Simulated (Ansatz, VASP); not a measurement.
## One calculation of Sb, two programs

The input INCAR:

```
  ALGO = Normal
  EDIFF = 1E-8
  ENCUT = 520
  GGA = PS
  ISIF = 2
  ISMEAR = -1
  LASPH = True
  LCHARG = False
  LEFG = True
  LREAL = False
  LWAVE = False
  NBANDS = 12
  NELM = 60
  PREC = Accurate
  SIGMA = 0.05
```

The input KPOINTS:

```
k-points
0
Gamma
  12 12 7
```

POSCAR

```
Sb
1.0
    3.3801929534      0.0000000000      0.0000000000
   -1.6900964767      2.9273329673      0.0000000000
    0.0000000000      0.0000000000      5.3477077713
Sb
2
Direct
    0.3333333333      0.6666666667      0.2500000000
    0.6666666667      0.3333333333      0.7500000000
```

Input for Ansatz:

```yaml
crystal:
  lattice:
    - [3.3801929534, 0.0, 0.0]
    - [-1.6900964767, 2.9273329673, 0.0]
    - [0.0, 0.0, 5.3477077713]
  atoms:
    - { symbol: Sb, position: [0.3333333333, 0.6666666667, 0.25] }
    - { symbol: Sb, position: [0.6666666667, 0.3333333333, 0.75] }
kpoints:
  mp_grid: { grid: [12, 12, 7] }
scf:
  occupations: { method: fermi_dirac, width: 0.05 }
hamiltonian:
  xc: pbesol
  pseudopotentials: { kind: paw }
output:
  forces: true
  stress: true
  eigenvalues: true
  efg: { contact_densities: true }
```

Change from the starting cell: volume scaled by 1.01, PAW files.

Alike in both runs: task electric field gradients; functional PBEsol; k mesh 12 × 12 × 7; occupations fermi-dirac, width 0.05 eV; no spin polarisation.

```csv
,VASP,Ansatz
version,VASP 6.6.1,Ansatz 0.2.0
potentials or method,"VASP PAW PBE potentials, release 64 (Sb)","PAW with Ansatz's default frozen-core files, scalar-relativistic"
plane-wave cutoff (eV),520,420
valence electrons in the cell,10,30
```

|  | VASP | Ansatz | Ansatz less VASP |
| --- | --- | --- | --- |
| pressure (GPa) | -0.8 | -0.8 | +0.01 |
| largest component of the traceless stress (GPa) | 0.82 | 0.82 | -0.002 |
| Vzz of the field gradient on the site that differs most (V/Å²) | 21.2 | 23.0 | +1.87 |

The two sets of potentials don't hold the same shells in valence. Ansatz warned: «gradients_without_spin_orbit».

Caveats: the PAW data sets were made with another functional, which shifts forces and pressure a little (VASP). The runs have no spin-orbit coupling, so splittings on Sb are missing.
